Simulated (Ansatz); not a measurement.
Input and command of a calculation in Ansatz (plane waves; scalar-relativistic PAW potentials unless the input names others):

```yaml
crystal:
  lattice:
    - [0.0, 3.40714402, 3.40714402]
    - [3.40714402, 0.0, 3.40714402]
    - [3.40714402, 3.40714402, 0.0]
  atoms:
    - { symbol: Cu, position: [0.0, 0.0, 0.0] }
basis:
  ecutwfc: 420
kpoints:
  mp_grid: { grid: [20, 20, 20] }
hamiltonian:
  xc: pbe
scf:
  occupations: { method: fermi_dirac, width: 0.15 }
  max_iter: 50
output:
  forces: true
  eigenvalues: true
  stress: true
```

```bash
ansatz run input.yaml --threads 1 --pin off --max-ram 3072MiB --backend cpu --events-out ev --progress --plain --runs-dir out
```

Abridged log:
```
Basis set: ecut = 420 eV, 1471 PW (Γ), exchange–correlation on 72×72×72 points (8 copies of the dense FFT grid, shifted against one another)
Bands: 14, of which v1, the nominal top of the filled ones, is band 10 counted from 1 (9 counted from 0)
Symmetry: 48 space group operations
k-points: 256 of 8000
SCF iter   1: F=—  HF=-6621.946119 eV  |F-HF|=—  |Δ(HF+E_count)|=         —  Δρ=6.04e-3  dr2=2.31e-2  ethr=1.77e-3  ⟨swp⟩=4.7  Hψ=17569  notcnv=0
SCF iter   2: F=—  HF=-6621.957601 eV  |F-HF|=—  |Δ(HF+E_count)|=   1.15e-2  Δρ=1.35e-2  dr2=7.74e-2  ethr=1.22e-4  ⟨swp⟩=3.0  Hψ=9216  notcnv=0
SCF iter   3: F=—  HF=-6621.945770 eV  |F-HF|=—  |Δ(HF+E_count)|=   1.18e-2  Δρ=3.38e-3  dr2=6.55e-3  ethr=1.22e-4  ⟨swp⟩=2.0  Hψ=6911  notcnv=0
SCF iter   4: F=—  HF=-6621.944781 eV  |F-HF|=—  |Δ(HF+E_count)|=   9.89e-4  Δρ=2.96e-4  dr2=8.87e-5  ethr=3.45e-5  ⟨swp⟩=2.0  Hψ=5758  notcnv=0
SCF iter   5: F=—  HF=-6621.944860 eV  |F-HF|=—  |Δ(HF+E_count)|=   7.89e-5  Δρ=3.11e-4  dr2=6.68e-5  ethr=4.67e-7  ⟨swp⟩=2.6  Hψ=5099  notcnv=0
SCF iter   6: F=—  HF=-6621.944854 eV  |F-HF|=—  |Δ(HF+E_count)|=   5.47e-6  Δρ=4.90e-5  dr2=1.52e-6  ethr=3.51e-7  ⟨swp⟩=2.1  Hψ=4970  notcnv=0
SCF iter   7: F=-6621.944854 eV  HF=-6621.944854 eV  |F-HF|=1.88e-8  |Δ(HF+E_count)|=   9.28e-8  Δρ=6.21e-6  dr2=2.28e-8  ethr=5.26e-10  ⟨swp⟩=2.9  Hψ=12586  notcnv=0
SCF 1 converged in 7 iterations: F = -6621.944854 eV  dr2 = 2.28e-8
SCF converged after 7 iterations
Free energy (F): -6621.944854 eV
Harris-Foulkes:  -6621.944854 eV  (|F-HF|=1.88e-8)
Internal energy: -6621.797158 eV  (E = F + TS)
E sigma→0 (E₀):  -6621.871006 eV
Entropy (-TS):   -0.147697 eV (-147.697 meV/atom)
Fermi energy:    -1.339056 eV
--- Forces (eV/Å), atoms counted from 1 ---
  atom   1  Cu     0.00000000     0.00000000     0.00000000
--- Stress (GPa, compression-positive) ---
       -1.461552       0.000000       0.000000
        0.000000      -1.461552       0.000000
        0.000000       0.000000      -1.461552
  P = ⅓ Tr σ = -1.4616 GPa (-14.616 kbar)
```

Question: The run was meant for a cell not far from equilibrium. What should be changed?

Answer: The fault is a lattice typed in bohr (lattice vectors times 1.890). Setting it back cures it. The run converged all the same, with an energy at zero smearing 3.3 eV/atom above the reference's, pressure -1.46 GPa, largest force 0.000 eV/Å, no gap on the mesh, so convergence alone doesn't show that an input is right. A reference run of the cell with lattice vectors 0.0000 1.8030 1.8030; 1.8030 0.0000 1.8030; 1.8030 1.8030 0.0000 Å and the atoms in their places converged with pressure 2.99 GPa, largest force 0.000 eV/Å, no gap on the mesh.

The run took 9.3 s on 1 thread of AMD EPYC 7R13 Processor (Zen 3), on a shared host, peak memory 0.57 GiB.